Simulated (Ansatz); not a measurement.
# LaAlO₃ (space group R-3c, No. 167)

```cif
data_Al6La6O18
_chemical_formula_sum 'La6 Al6 O18'
_space_group_name_H-M_alt 'R-3c :H'
_space_group_IT_number 167
_space_group_name_Hall '-R 3 2"c'
_cell_length_a 5.36808
_cell_length_b 5.36808
_cell_length_c 13.10985
_cell_angle_alpha 90.000
_cell_angle_beta 90.000
_cell_angle_gamma 120.000
loop_
_atom_site_label
_atom_site_type_symbol
_atom_site_symmetry_multiplicity
_atom_site_Wyckoff_symbol
_atom_site_fract_x
_atom_site_fract_y
_atom_site_fract_z
_atom_site_occupancy
La1 La 6 a 0.00000 0.00000 0.25000 1
Al1 Al 6 b 0.00000 0.00000 0.00000 1
O1 O 18 e 0.47037 0.47037 0.25000 1
```
(The calculation used a cell of 10 atoms; values per cell refer to that cell.)

The values are results of DFT with r2SCAN, PAW potentials and a 500 eV plane-wave cutoff in Ansatz (a quantum-chemistry and plane-wave program), no SOC, not measurements. k-mesh 8×8×8 (Γ-centred); smearing 0.05 eV (Fermi–Dirac).

```json
{
  "volume_per_atom": "10.91 Å³",
  "density": "6.51 g/cm³",
  "band_gap": "4.39 eV, indirect, F → Γ",
  "Lowest conduction-band minima above the VBM": "Γ 4.39 eV",
  "total_energy": "-1704.225 eV/atom (σ→0; compares only within this code and set-up)"
}
```

Whether these cells are dynamically stable was not tested.
